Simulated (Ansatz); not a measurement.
Method: Ansatz, DFT PBE, scalar-relativistic, plane waves, PAW. All cells share a 420 eV cutoff and Γ-centred k meshes spaced at most about 0.3 Å⁻¹ (about 0.25 or finer for metals, 2π included). No spin polarisation.

Temperature and zero-point effects are left out.

**Question.** Which of these relaxed structures of In3GaP4 is the lowest in energy?
A.

```
CELL_PARAMETERS angstrom
5.46137 0.00000 0.00000
0.00000 5.46137 0.00000
0.00000 0.00000 5.46137
ATOMIC_POSITIONS crystal
In 0.00000 0.00000 0.50000
In 0.50000 0.00000 0.00000
In 0.00000 0.50000 0.00000
Ga 0.50000 0.50000 0.50000
P 0.50000 0.50000 0.00000
P 0.00000 0.50000 0.50000
P 0.50000 0.00000 0.50000
P 0.00000 0.00000 0.00000
```

B.

```
CELL_PARAMETERS angstrom
4.12683 0.00000 0.00000
0.00000 4.12683 0.00000
0.00000 0.00000 11.73978
ATOMIC_POSITIONS crystal
In 0.00000 0.00000 0.74086
In 0.50000 0.50000 0.00000
In 0.00000 0.00000 0.25914
Ga 0.50000 0.50000 0.50000
P 0.50000 0.00000 0.87040
P 0.00000 0.50000 0.12960
P 0.50000 0.00000 0.38955
P 0.00000 0.50000 0.61045
```

**Answer.** B. The other, A, lies 0.31 eV/atom higher. Forms: B P-4m2; A Pm-3m. Counting P atoms around Ga and In (those within 1.25 times the shortest such distance or 1.15 times the sum of covalent radii; the shortest distance is added where it is long for a bond): B has In 4, Ga 4; A has In 6, Ga 6 from 2.7 Å. Both come from invented guesses.

Cells relaxed within their symmetry can be saddle points. Some candidate types were left out of the draw beforehand, so a known form may be missing.
